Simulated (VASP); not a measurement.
Here is a VASP 6.6.1 calculation.

The input INCAR:

```
PREC = Accurate ; ENCUT = 600
EDIFF = 1E-7 ; ISMEAR = 0
SIGMA = 0.03 ; LREAL = F
LASPH = T ; NELM = 80
ALGO = Normal ; ISIF = 3
LWAVE = F ; LCHARG = F
METAGGA = R2SCAN ; LMIXTAU = T
IBRION = 2 ; NSW = 90
EDIFFG = -0.005 ; KPAR = 2
```

Contents of KPOINTS:

```
Automatic mesh
0
Gamma
  6 6 8
```

The input POSCAR:

```
SnO2                                    
1.0
    4.7632235969      0.0000000000      0.0000000000
   -0.0000000000      4.7632235969      0.0000000000
    0.0000000000      0.0000000000      3.2085406132
  Sn              O             
     2     4
Direct
     1.0000000000000000    1.0000000000000000    1.0000000000000000
     0.5000000000000000    0.5000000000000000    0.5000000000000000
     0.3059106243141876    0.3059106243141876    1.0000000000000000
     0.1940893756858124    0.8059106243141876    0.5000000000000000
     0.6940893756858124    0.6940893756858124    0.0000000000000000
     0.8059106243141876    0.1940893756858124    0.5000000000000000
```

Potentials or basis: VASP PAW PBE potentials, release 64 (Sn_d, O).

Run with:

```sh
$ cat potpaw_PBE.64/Sn_d/POTCAR potpaw_PBE.64/O/POTCAR > POTCAR
$ mpirun -np 2 vasp_std > vasp.out
```

What does it give for the band gap on the k mesh?

1.74 eV, direct.

Estimate the space group after relaxing (to 0.05 Å).

P4_2/mnm (No. 136).

Final structure:
```
Sn O
1.0
     4.76416    0.00000    0.00000
     0.00000    4.76416    0.00000
     0.00000    0.00000    3.20763
Sn O
2 4
Direct
  0.00000 0.00000 0.00000
  0.50000 0.50000 0.50000
  0.30585 0.30585 0.00000
  0.19415 0.80585 0.50000
  0.69415 0.69415 0.00000
  0.80585 0.19415 0.50000
```

Caveat: spin-orbit coupling is left out, which moves the levels of the heavy elements. r2SCAN opens gaps a little over a GGA but as a rule still falls short of measured ones.
